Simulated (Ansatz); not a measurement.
## Molecular dynamics of WS2

input.yaml

```yaml
crystal:
  lattice:
    - [-3.308604, -1.910223, 6.45726]
    - [3.308604, -1.910223, 6.45726]
    - [0.0, 3.820446, 6.45726]
  atoms:
    - { symbol: W, position: [-0.02082498, -0.0689714, 0.0745551] }
    - { symbol: S, position: [0.20353869, 0.2696909, 0.2948666] }
    - { symbol: S, position: [0.42758826, 0.36992197, 0.47946243] }
    - { symbol: W, position: [0.50398185, 0.49386372, -0.00335646] }
    - { symbol: S, position: [0.75235882, 0.70081076, 0.27094889] }
    - { symbol: S, position: [0.87975493, 0.98308353, 0.3806431] }
    - { symbol: W, position: [0.49840318, 0.01753169, 0.46184793] }
    - { symbol: S, position: [0.71363042, 0.30757996, 0.74184784] }
    - { symbol: S, position: [0.98953259, 0.34788471, 0.85597762] }
    - { symbol: W, position: [0.03384575, 0.56539601, 0.45206158] }
    - { symbol: S, position: [0.26413841, 0.75711936, 0.75246315] }
    - { symbol: S, position: [0.35591721, 0.89386686, 0.98398391] }
basis:
  ecutwfc: 420.0
kpoints:
  mp_grid: { grid: [2, 2, 2] }
hamiltonian:
  xc: lda
  pseudopotentials: { kind: paw, azcp: { folder: soft_1 } }
scf:
  occupations: { method: fermi_dirac, width: 0.3 }
  lower_state_search: "off"
md:
  timestep: 2
  n_steps: 280
  ensemble: nvt_langevin
  temperature: 2100.0
  initial_velocities: maxwell_boltzmann
  seed: 554516
  friction: 0.01
```

Launched with:

```bash
$ ansatz run input.yaml --threads 1 --pin off --max-ram 3072MiB --backend cpu --events-out ev --progress --plain --runs-dir out
```

It goes on from the last frame of an earlier run, with new velocities.

Output, in part (step lines):

```
md step     0: t =     0.00 fs  T =  1925.0 K  F+E_penalty+E_count = -47481.68006356 eV  E_kin = 2.985906 eV  (9 SCF iters)
md step     1: t =     2.00 fs  T =  2010.7 K  F+E_penalty+E_count = -47481.72389542 eV  E_kin = 3.118899 eV  (7 SCF iters)
md step     2: t =     4.00 fs  T =  1951.1 K  F+E_penalty+E_count = -47481.79385857 eV  E_kin = 3.026316 eV  (7 SCF iters)
md step     3: t =     6.00 fs  T =  2077.4 K  F+E_penalty+E_count = -47481.91122141 eV  E_kin = 3.222234 eV  (7 SCF iters)
md step     4: t =     8.00 fs  T =  2235.4 K  F+E_penalty+E_count = -47482.06895967 eV  E_kin = 3.467394 eV  (7 SCF iters)
md step     5: t =    10.00 fs  T =  2419.8 K  F+E_penalty+E_count = -47482.22350583 eV  E_kin = 3.753390 eV  (5 SCF iters)
md step     6: t =    12.00 fs  T =  2547.2 K  F+E_penalty+E_count = -47482.36591452 eV  E_kin = 3.950996 eV  (6 SCF iters)
md step     7: t =    14.00 fs  T =  2544.3 K  F+E_penalty+E_count = -47482.49309392 eV  E_kin = 3.946510 eV  (5 SCF iters)
[... lines left out ...]
md step   278: t =   556.00 fs  T =  1471.1 K  F+E_penalty+E_count = -47486.03298298 eV  E_kin = 2.281785 eV  (5 SCF iters)
md step   279: t =   558.00 fs  T =  1484.6 K  F+E_penalty+E_count = -47486.05723414 eV  E_kin = 2.302837 eV  (5 SCF iters)
md step   280: t =   560.00 fs  T =  1416.5 K  F+E_penalty+E_count = -47486.08088416 eV  E_kin = 2.197100 eV  (7 SCF iters)
```

The steps, from the saved trajectory:

| time (fs) | T (K) | potential energy less start (eV) |
| --- | --- | --- |
| 0.0 | 1925 | 0.000 |
| 18.0 | 2343 | -0.972 |
| 36.0 | 2264 | -0.641 |
| 54.0 | 2173 | -1.633 |
| 72.0 | 2597 | -1.849 |
| 90.0 | 3336 | -4.162 |
| 108.0 | 2506 | -3.591 |
| 126.0 | 2393 | -3.170 |
| 144.0 | 3231 | -4.073 |
| 162.0 | 2729 | -3.795 |
| 180.0 | 2191 | -2.737 |
| 198.0 | 1977 | -2.830 |
| 216.0 | 2768 | -4.214 |
| 234.0 | 1598 | -4.346 |
| 252.0 | 1406 | -3.532 |
| 270.0 | 2191 | -4.666 |
| 288.0 | 3143 | -5.146 |
| 306.0 | 2043 | -3.735 |
| 324.0 | 2112 | -4.329 |
| 342.0 | 2202 | -4.985 |
| 360.0 | 1083 | -3.607 |
| 378.0 | 1837 | -4.118 |
| 396.0 | 1735 | -3.688 |
| 414.0 | 1411 | -4.573 |
| 432.0 | 2219 | -5.359 |
| 450.0 | 1477 | -5.012 |
| 468.0 | 2037 | -5.534 |
| 486.0 | 1923 | -4.899 |
| 504.0 | 1512 | -4.854 |
| 522.0 | 1621 | -4.828 |
| 540.0 | 1401 | -4.173 |
| 558.0 | 1485 | -4.377 |

The run went to its last step. The mean temperature of the second half is 11 % below the set value. A run of 0.56 ps of so small a system gives no equilibrium averages. Limits of this set-up: coarse k mesh, PAW files made for another functional.

Mean squared displacements from the first frame to the last, about the centre of mass: W 0.10 Å², S 0.18 Å².

Last frame:

```xyz
12
Lattice="-3.3086 -1.9102 6.4573 3.3086 -1.9102 6.4573 0.0000 3.8204 6.4573" Properties=species:S:1:pos:R:3
W -0.005 0.447 -0.177
S 0.333 0.336 4.703
S -0.010 0.462 7.966
W 0.244 -1.459 6.200
S 0.008 -1.319 11.180
S 0.104 -1.227 14.399
W -1.327 1.193 6.095
S -1.566 1.196 11.158
S -1.547 1.636 14.021
W 1.813 1.334 6.374
S 1.856 1.454 11.255
S 1.801 1.390 14.148
```

Run time: 28 min on 1 thread of Arm Neoverse V1 (shared host), peak memory 0.54 GiB.
